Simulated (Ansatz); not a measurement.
Na: what symmetry allows forces and stress to be

```
CELL_PARAMETERS angstrom
3.58724 0.00000 0.00000
-1.79362 3.10664 0.00000
0.00000 0.00000 6.04495
ATOMIC_POSITIONS crystal
Na 0.33333 0.66667 0.22563
Na 0.66667 0.33333 0.77437
```

These are results of DFT PBEsol, scalar-relativistic, plane waves, PAW (Ansatz 0.2.0), not measurements.

Cutoff 420 eV; k points 12×12×6 on the computed 2-atom cell (Γ-centred); Gaussian smearing, width 0.10 eV; no spin polarisation.

This distorted cell has space group P-3m1, with 12 operations.

Task: Without a calculation: in which directions can each atom feel a force?

Result: A force must be left unchanged by every operation that keeps its atom in place, so it lies in the space that those operations leave fixed. Atoms that the group maps onto each other feel forces of one size.
| atom | site symmetry | operations at the site | equivalent to atom | allowed force (Cartesian) |
| --- | --- | --- | --- | --- |
| Na1 | 3m. | 6 | 1 | along (0.00, 0.00, 1.00) |
| Na2 | 3m. | 6 | 1 | along (0.00, 0.00, 1.00) |

That leaves 1 independent force component of 6. A relaxation in this cell that keeps the symmetry moves the atoms in these directions alone.

Task: And the stress tensor?

Result: It must be invariant under the point group, which leaves 2 independent components: yz, xz, xy vanish; xx = yy.

Task: Do the computed values obey this?

Result: Yes. Forces (eV/Å):
```
Na1  0.000  0.000  0.263
Na2  0.000  0.000 -0.263
```

Stress (GPa, compression positive, xx yy zz yz xz xy): 1.01 1.01 0.67 0.00 0.00 0.00. The program imposes the same operations on density, forces and stress, so this confirms the analysis and is no independent test of the calculation.

This form isn't the element's structure at ambient conditions.